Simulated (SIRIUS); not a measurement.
# In (I4/mmm) in SIRIUS: a series of runs

Aim: see how the results for In move with the level of theory and the settings. Levels: LDA, PBE, PBEsol. Tasks: single point.

Everything below comes from runs of SIRIUS 7.10.0. Logs are shortened: lines on timing, memory, paths and dates and some standing lists are left out, and cuts for length are marked. The log counts tension as positive stress, the text compression.

## Step 1: Starting point

It takes space group I4/mmm (No. 139, tetragonal). The conventional cell has a = 3.251 Å, b = 3.251 Å, c = 4.947 Å, α = 90.00°, β = 90.00°, γ = 90.00°. In (site symmetry 4/mmm) has 12 In at 3.25 to 3.38 Å as nearest neighbours.

## Step 2: Single point, LDA

sirius.json

```json
{
  "control": {
    "processing_unit": "cpu",
    "verbosity": 2,
    "num_bands_to_print": 13,
    "print_forces": true,
    "print_stress": true
  },
  "parameters": {
    "electronic_structure_method": "pseudopotential",
    "xc_functionals": ["XC_LDA_X", "XC_LDA_C_PW"],
    "gk_cutoff": 8.4,
    "pw_cutoff": 16.8,
    "ngridk": [9, 9, 9],
    "shiftk": [0, 0, 0],
    "smearing": "fermi_dirac",
    "smearing_width": 0.0018374661,
    "num_bands": 13,
    "num_mag_dims": 0,
    "num_dft_iter": 100,
    "energy_tol": 1e-08,
    "density_tol": 1e-06
  },
  "iterative_solver": {
    "type": "davidson",
    "min_tolerance": 1e-09,
    "tolerance_scale": [0.1, 0.25]
  },
  "mixer": {
    "type": "anderson",
    "beta": 0.7,
    "max_history": 8
  },
  "settings": {
    "tol_ne": 1e-10,
    "pseudo_grid_cutoff": 6.5
  },
  "unit_cell": {
    "lattice_vectors": [
      [-3.071693123795, 3.071693123795, 4.674615514487],
      [3.071693123795, -3.071693123795, 4.674615514487],
      [3.071693123795, 3.071693123795, -4.674615514487]
    ],
    "atom_coordinate_units": "lattice",
    "atom_types": ["In"],
    "atom_files": {
      "In": "In.json"
    },
    "atoms": {
      "In": [
        [0.0, 0.0, 0.0]
      ]
    }
  }
}
```

Potentials or basis: PseudoDojo 0.4.1 PBE standard (scalar relativistic).

Started as:

```sh
upf_to_json In.upf
OMP_NUM_THREADS=1 sirius.scf --input=sirius.json --output=out.json --task=0
```

Output:

```text
[info] SIRIUS version : 7.10.0
[info] number of MPI ranks           : 1
[info] MPI grid                      : 1 1
[info] maximum number of OMP threads : 1
[fft] FFT context for density and potential
[fft] =====================================
[fft]   comm size                             : 1
[fft]   plane wave cutoff                     : 16.8
[fft]   grid size                             : 40 40 40   total : 64000
[fft]   grid limits                           : -19 20   -19 20   -19 20
[fft]   number of G-vectors within the cutoff : 7055
[fft]   local number of G-vectors             : 7055
[fft]   number of G-shells                    : 1055
[fft] FFT context for coarse grid
[fft] =====================================
[fft]   comm size                             : 1
[fft]   plane wave cutoff                     : 16.8
[fft]   grid size                             : 40 40 40   total : 64000
[fft]   grid limits                           : -19 20   -19 20   -19 20
[fft]   number of G-vectors within the cutoff : 7055
[fft]   local number of G-vectors             : 7055
[fft]   number of G-shells                    : 1055
[unit cell] lattice vectors
[unit cell]   a1 :      -3.0716931238      3.0716931238      4.6746155145
[unit cell]   a2 :       3.0716931238     -3.0716931238      4.6746155145
[unit cell]   a3 :       3.0716931238      3.0716931238     -4.6746155145
[unit cell] reciprocal lattice vectors
[unit cell]   b1 :       0.0000000000      1.0227560264      0.6720537002
[unit cell]   b2 :       1.0227560264      0.0000000000      0.6720537002
[unit cell]   b3 :       1.0227560264      1.0227560264      0.0000000000
[unit cell] unit cell volume :       176.42557375 [a.u.^3]
[unit cell] 1/sqrt(omega)    :         0.07528687
[unit cell] MT volume        :         0.00000000 ( 0.00%)
[unit cell] IT volume        :       176.42557375 (100.00%)
[unit cell] number of atom types : 1
[unit cell] type id : 0 symbol : In mt_radius :  19.630000 num_atoms : 1
[unit cell] total number of atoms : 1
[unit cell] number of symmetry classes : 1
[unit cell] number of PAW atoms : 0
[unit cell] atom id  type id  class id             position                      vector_field
[unit cell] ------------------------------------------------------------------------------------------
[unit cell]      0        0        0      0.00000   0.00000   0.00000      0.00000   0.00000   0.00000
[unit cell] atom id         position (Cartesian, a.u.)
[unit cell] ---------------------------------------------
[unit cell]      0       0.000000    0.000000    0.000000
[unit cell] class id : 0 atom id : 0
[unit cell] minimum bond length:     6.143386
[unit cell] total number of pseudo wave-functions: 9
[sym] space group number   : 139
[sym] international symbol : I4/mmm
[sym] Hall symbol          : -I 4 2
[sym] space group transformation matrix :
[sym]  -0.5000  0.5000  0.5000
[sym]   0.5000 -0.5000  0.5000
[sym]   0.5000  0.5000 -0.5000
[sym] space group origin shift :
[sym]   0.0000  0.0000  0.0000
[sym] number of space group operations  : 16
[sym] number of magnetic group operations : 16
[sym] metric tensor error: 1.4211e-14
[sym] rotation matrix error: 3.3307e-16
[sym] symmetry operations
[... list of symmetry operations ...]
[atom type] label          : In
[atom type] --------------------------------------------------------------------------------
[atom type] symbol         : In
[atom type] name           :
[atom type] zn             : 13
[atom type] mass           : 0
[... 167 lines left out ...]
[diagonalize] iterative solver tolerance (occupied, empty): 2.29684e-05 2.29684e-05
[diagonalize] average number of iterations: 3.36
[find] Total energy                   :     -66.20189008 (Ha),    -132.40378017 (Ry)
[find] Free energy (E-TS)             :     -66.20207516 (Ha),    -132.40415032 (Ry)
[find] band gap (eV)                  :       0.00000000
[find] Efermi                         :       0.37586918
[find] iteration : 3, RMS : 6.279347945540e-05, energy difference : -1.561758635660e-05
[find] Hartree energy of density residual : 2.184373249082e-07
[find] | SCF iteration   4 out of 100|
[diagonalize] iterative solver tolerance (occupied, empty): 5.74209e-06 5.74209e-06
[... 37 lines left out ...]
[find] Total energy                   :     -66.20189683 (Ha),    -132.40379366 (Ry)
[find] Free energy (E-TS)             :     -66.20208190 (Ha),    -132.40416380 (Ry)
[find] band gap (eV)                  :       0.00000000
[find] Efermi                         :       0.37585976
[find] iteration : 8, RMS : 4.970349094781e-07, energy difference : -2.509295882192e-08
[find] Hartree energy of density residual : 5.420671972575e-12
[find] | SCF iteration   9 out of 100|
[diagonalize] iterative solver tolerance (occupied, empty): 5.60751e-09 5.60751e-09
[diagonalize] average number of iterations: 3.68
[find] Total energy                   :     -66.20189684 (Ha),    -132.40379368 (Ry)
[find] Free energy (E-TS)             :     -66.20208191 (Ha),    -132.40416382 (Ry)
[find] band gap (eV)                  :       0.00000000
[find] Efermi                         :       0.37585998
[find] iteration : 9, RMS : 1.939765081163e-07, energy difference : -7.675751589886e-09
[find] Hartree energy of density residual : 2.949860189290e-12
[find] bands are converged : false
[find] iterative solver converged : false
[find] +------------------------------+
[find] | SCF iteration  10 out of 100|
[find] +------------------------------+
[diagonalize] iterative solver tolerance (occupied, empty): 1.40188e-09 1.40188e-09
[diagonalize] average number of iterations: 4.10667
[diagonalize] Lowest band energies
[diagonalize] ik:    0   -0.160376   -0.156325   -0.156325   -0.153217   -0.149396    0.022501    0.757698    0.757698    0.762901    0.814237    0.892297    0.896888    0.896888
[diagonalize] ik:    1   -0.159713   -0.156399   -0.155635   -0.152994   -0.149653    0.032461    0.662536    0.739541    0.746946    0.802563    0.899938    0.921816    0.929461
[diagonalize] ik:    2   -0.159041   -0.157080   -0.154601   -0.151088   -0.149561    0.062806    0.523447    0.701416    0.728441    0.798762    0.851203    0.944748    0.948381
[diagonalize] ik:    3   -0.159466   -0.158214   -0.154955   -0.147876   -0.147579    0.114063    0.395258    0.669211    0.714699    0.796096    0.817336    0.897547    0.904246
[diagonalize] ik:    4   -0.160189   -0.158893   -0.155646   -0.146286   -0.144984    0.184504    0.285598    0.651149    0.708142    0.794360    0.800983    0.869492    0.881807
[diagonalize] ...
[diagonalize] ik:   70   -0.164250   -0.160464   -0.147890   -0.146399   -0.144767    0.231184    0.339634    0.489697    0.498045    0.763293    0.764351    1.092917    1.185876
[diagonalize] ik:   71   -0.165082   -0.160271   -0.147407   -0.146810   -0.145153    0.179407    0.393479    0.498248    0.570091    0.692541    0.765504    1.143976    1.163546
[diagonalize] ik:   72   -0.165326   -0.159732   -0.147408   -0.147408   -0.146485    0.132503    0.456442    0.579984    0.579984    0.697190    0.699231    1.189303    1.189303
[diagonalize] ik:   73   -0.165793   -0.161377   -0.146185   -0.145473   -0.144554    0.267382    0.285952    0.482771    0.555787    0.684848    0.756967    1.186584    1.234427
[diagonalize] ik:   74   -0.166761   -0.161987   -0.145624   -0.144632   -0.144632    0.218073    0.327799    0.551280    0.551280    0.680644    0.684391    1.226180    1.276030
[find] Charges and magnetic moments
[find] --------------------------------------------------------------------------------
[find] total charge          : 13.000000
[find] Energy
[find] --------------------------------------------------------------------------------
[find] valence_eval_sum               :      -0.83697008
[find] <rho|V^{XC}>                   :     -11.51790591
[find] <rho|E^{XC}>                   :     -19.74732252
[find] <mag|B^{XC}>                   :       0.00000000
[find] <rho|V^{H}>                    :      27.25103356
[find] one-electron contribution      :     -16.57009774 (Ha),     -33.14019548 (Ry)
[find] hartree contribution           :      13.62551678
[find] xc contribution                :     -19.74732252
[find] ewald contribution             :     -43.50999013
[find] PAW contribution               :       0.00000000
[find] smearing (-TS)                 :      -0.00018507
[find] SCF correction                 :      -0.00000323
[find] Total energy                   :     -66.20189684 (Ha),    -132.40379368 (Ry)
[find] Free energy (E-TS)             :     -66.20208191 (Ha),    -132.40416382 (Ry)
[find] band gap (eV)                  :       0.00000000
[find] Efermi                         :       0.37586000
[find] iteration : 10, RMS : 1.213197439546e-07, energy difference : -1.611041966498e-09
[find] Hartree energy of density residual : 1.098586434865e-12
[find] bands are converged : false
[find] iterative solver converged : true
[find] converged after 11 SCF iterations!
[find] Charges and magnetic moments
[find] --------------------------------------------------------------------------------
[find] total charge          : 13.000000
[find] Energy
[find] --------------------------------------------------------------------------------
[find] valence_eval_sum               :      -0.83697008
[find] <rho|V^{XC}>                   :     -11.51790591
[find] <rho|E^{XC}>                   :     -19.74732252
[find] <mag|B^{XC}>                   :       0.00000000
[find] <rho|V^{H}>                    :      27.25103356
[find] one-electron contribution      :     -16.57009774 (Ha),     -33.14019548 (Ry)
[find] hartree contribution           :      13.62551678
[find] xc contribution                :     -19.74732252
[find] ewald contribution             :     -43.50999013
[find] PAW contribution               :       0.00000000
[find] smearing (-TS)                 :      -0.00018507
[find] SCF correction                 :      -0.00000323
[find] Total energy                   :     -66.20189684 (Ha),    -132.40379368 (Ry)
[find] Free energy (E-TS)             :     -66.20208191 (Ha),    -132.40416382 (Ry)
[find] band gap (eV)                  :       0.00000000
[find] Efermi                         :       0.37586000
[ground_state] === stress tensor components [kbar] ===
[ground_state] === stress_kin ===
[ground_state] -46109.222684   -0.000000    0.000000
[ground_state]    -0.000000-46109.222684    0.000000
[ground_state]     0.000000    0.000000-46109.256091
[ground_state] === stress_har ===
[ground_state] -7651.824815   -0.000000    0.000000
[ground_state]    -0.000000-7651.824815    0.000000
[ground_state]     0.000000    0.000000-7418.480888
[ground_state] === stress_ewald ===
[ground_state] 24042.431609    0.000000   -0.000000
[ground_state]     0.00000024042.431609   -0.000000
[ground_state]    -0.000000   -0.00000024473.094804
[ground_state] === stress_vloc ===
[ground_state]  2565.661148    0.000000   -0.000000
[ground_state]     0.000000 2565.661148   -0.000000
[ground_state]    -0.000000   -0.000000 1889.082523
[ground_state] === stress_xc ===
[ground_state] -13723.507258   -0.000000    0.000000
[ground_state]    -0.000000-13723.507258    0.000000
[ground_state]     0.000000    0.000000-13723.507258
[ground_state] === stress_core ===
[ground_state] 20093.987457    0.000000   -0.000000
[ground_state]     0.00000020093.987457   -0.000000
[ground_state]    -0.000000   -0.00000020094.358116
[ground_state] === stress_nonloc ===
[ground_state] 20803.679829    0.000000   -0.000000
[ground_state]     0.00000020803.679829   -0.000000
[ground_state]    -0.000000   -0.00000020819.329680
[ground_state] === stress_us_nl ===
[ground_state] 20803.679829    0.000000   -0.000000
[ground_state]     0.00000020803.679829   -0.000000
[ground_state]    -0.000000   -0.00000020819.329680
[ground_state] === stress_total ===
[ground_state]    21.205285    0.000000   -0.000000
[ground_state]     0.000000   21.205285   -0.000000
[ground_state]    -0.000000   -0.000000   24.620885
[ground_state] ==== total Forces in Ha/bohr =====
[ground_state] atom:    0, force:       0.0000000      0.0000000      0.0000000
[... 8 lines left out ...]
[ground_state] ==== Ewald forces from ions =====
[ground_state] atom:    0, force:       0.0000000      0.0000000      0.0000000
[~DFT_ground_state] local op. applied: 27286
[~DFT_ground_state] evp. work count: 8950.06
[~DFT_ground_state] number of iterative solver steps: 3414
```

It took 41 s on 1 thread of Arm Neoverse V1, shared host; peak memory 0.34 GiB.

Results:

- Free energy: -1801.4504 eV
- Pressure: -2.2 GPa
- Band gap on the k mesh: none (metal or under the smearing width)

Caveat: the potentials were made for another functional, which shifts forces and pressure.

(Continued in part 2 of 2.)
